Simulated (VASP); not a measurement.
# Sb (R-3m) in VASP: further runs, part 2 of 2

VASP 6.6.1. Earlier steps stand in the parts before.

## 3. Relaxation of cell and atoms, PBE

This run uses another cell than the first one, of 31.82 Å³/atom, 1.054 times its volume.

Contents of INCAR:

```
PREC     = Accurate       # precision mode
ENCUT    = 520            # plane-wave cutoff, eV
EDIFF    = 1E-7           # SCF threshold, eV
ISMEAR   = 0              # smearing method
SIGMA    = 0.02           # smearing width, eV
LREAL    = F              # projectors in reciprocal space
LASPH    = T              # aspherical terms in the spheres
NELM     = 60             # most SCF steps
ALGO     = Fast           # electronic algorithm
ISIF     = 3              # what is computed and relaxed
LWAVE    = F              # write WAVECAR
LCHARG   = F              # write CHGCAR
GGA      = PE             # functional
IBRION   = 2              # ionic algorithm
NSW      = 80             # ionic steps
EDIFFG   = -0.002         # ionic threshold
```

Contents of KPOINTS:

```
Automatic mesh
0
Gamma
  9 9 9
```

Contents of POSCAR:

```
Sb                                      
1.0
    2.1901571384      1.2644878135      3.8302906477
   -2.1901571384      1.2644878135      3.8302906477
    0.0000000000     -2.5289756271      3.8302906477
  Sb            
     2
Direct
     0.2330342030080087    0.2330342030080087    0.2330342030080087
     0.7669657969919913    0.7669657969919913    0.7669657969919913
```

Potentials or basis: VASP PAW PBE potentials, release 64 (Sb).

The run is started by

```sh
$ cat potpaw_PBE.64/Sb/POTCAR > POTCAR
$ mpirun -np 1 vasp_std > vasp.out
```

OUTCAR:

```text
PREC = Accurate
   ENCUT = 520
   EDIFF = 1E-7
   ISMEAR = 0
   LREAL = F
   LASPH = T
   NELM = 60
   ISIF = 3
   GGA = PE
   IBRION = 2
   NSW = 80
   EDIFFG = -0.002

 ion  position               nearest neighbor table
   1  0.233  0.233  0.233-   2 2.95   2 2.95   2 2.95   2 3.42   2 3.42   2 3.42
   2  0.767  0.767  0.767-   1 2.95   1 2.95   1 2.95   1 3.42   1 3.42   1 3.42

  LATTYP: Found a trigonal (rhomboedric) cell.
 ALAT       =     4.5898631970
 COS(alpha) =     0.5446125435

  Lattice vectors:

 A1 = (   2.1901571384,   1.2644878135,   3.8302906477)
 A2 = (  -2.1901571384,   1.2644878135,   3.8302906477)
 A3 = (   0.0000000000,  -2.5289756271,   3.8302906477)

Analysis of symmetry for initial positions (statically):
=====================================================================
 Subroutine PRICEL returns:
 Original cell was already a primitive cell.

 Routine SETGRP: Setting up the symmetry group for a
 trigonal (rhombohedral) supercell.

 Subroutine GETGRP returns: Found 12 space group operations
 (whereof 12 operations were pure point group operations)
 out of a pool of 12 trial point group operations.

[... 167 lines left out ...]

 val. band max:        6.4923615121   @ k =   0.3333   0.2222   0.2222
 cond. band min:       6.6645067313   @ k =   0.4444   0.0000   0.0000
 fundamental gap:      0.1721452192
 Fermi energy:         6.5798561172

 k-point     1 :       0.0000    0.0000    0.0000
  band No.  band energies     occupation
      1      -5.6893      2.00000
      2       1.5883      2.00000
      3       4.7122      2.00000
      4       4.9405      2.00000
      5       4.9405      2.00000
      6       8.6352      0.00000
      7       9.2406      0.00000
      8       9.2406      0.00000
      9      11.7964      0.00000
[... 265 lines left out ...]
 k-point    24 :       0.4444    0.4444    0.0000
  band No.  band energies     occupation
      1      -3.6344      2.00000
      2      -1.2148      2.00000
      3       1.6808      2.00000
      4       3.1933      2.00000
      5       3.2417      2.00000
      6       8.3376      0.00000
      7      11.2323      0.00000
      8      11.8674      0.00000
      9      12.6904      0.00000

 [... further k-points ...]
[... 5 lines left out ...]
  --------------------------------------------------------------------------------------
  -------------------------------------------------------------------------------------
  Total        0.0005339      0.0005339      0.0014026      0.0000000     -0.0000000      0.0000000
  in kB        0.0134410      0.0134410      0.0353074      0.0000000     -0.0000000      0.0000000
  external PRESSURE =       0.0207298 kB  Pullay stress =       0.0000000 kB

 VOLUME and BASIS-vectors are now :
 -----------------------------------------------------------------------------
  energy-cutoff  :      520.00
  volume of cell :       63.65
      direct lattice vectors                 reciprocal lattice vectors
     2.190157138  1.264487813  3.830290648     0.228294122  0.131805673  0.087025598
    -2.190157138  1.264487813  3.830290648    -0.228294122  0.131805673  0.087025598
     0.000000000 -2.528975627  3.830290648     0.000000000 -0.263611345  0.087025598

 POSITION                                       TOTAL-FORCE (eV/Angst)
 -----------------------------------------------------------------------------------
      0.00000     -0.00000      2.67777         0.000000     -0.000000      0.000405
      0.00000     -0.00000      8.81311         0.000000      0.000000     -0.000405
 -----------------------------------------------------------------------------------
    total drift:                                0.000000      0.000000     -0.000000

  FREE ENERGIE OF THE ION-ELECTRON SYSTEM (eV)
  ---------------------------------------------------
  free  energy   TOTEN  =        -8.2816372346 eV

  energy  without entropy=       -8.2816372346  energy(sigma->0) =       -8.28163723

 reached required accuracy - stopping structural energy minimisation
```

CONTCAR:

```text
Sb
   1.00000000000000
     2.1901571384000000    1.2644878134999999    3.8302906477000001
    -2.1901571384000000    1.2644878134999999    3.8302906477000001
     0.0000000000000000   -2.5289756270999999    3.8302906477000001
  Sb
     2
Direct
     0.2330342030080104    0.2330342030080104    0.2330342030080104
     0.7669657969919896    0.7669657969919896    0.7669657969919896

  0.00000000E+00  0.00000000E+00  0.00000000E+00
  0.00000000E+00  0.00000000E+00  0.00000000E+00
```

Wall time 18 s (1 thread of Intel Xeon 6975P-C (Granite Rapids), shared host); peak memory 0.22 GiB.

Results:

* Free energy: -8.2816 eV
* Pressure after relaxing: 0.0 GPa
* Band gap on the k mesh: 0.17 eV, indirect (least direct gap 0.50 eV)

Final structure:
```
CELL_PARAMETERS angstrom
2.19016 1.26449 3.83029
-2.19016 1.26449 3.83029
0.00000 -2.52898 3.83029
ATOMIC_POSITIONS crystal
Sb 0.23303 0.23303 0.23303
Sb 0.76697 0.76697 0.76697
```

Caveat: the relaxation stopped at its first step, so nothing moved; spin-orbit coupling is left out, which moves the levels of the heavy elements; an odd mesh through Γ misses points on the zone boundary, where band edges often lie.
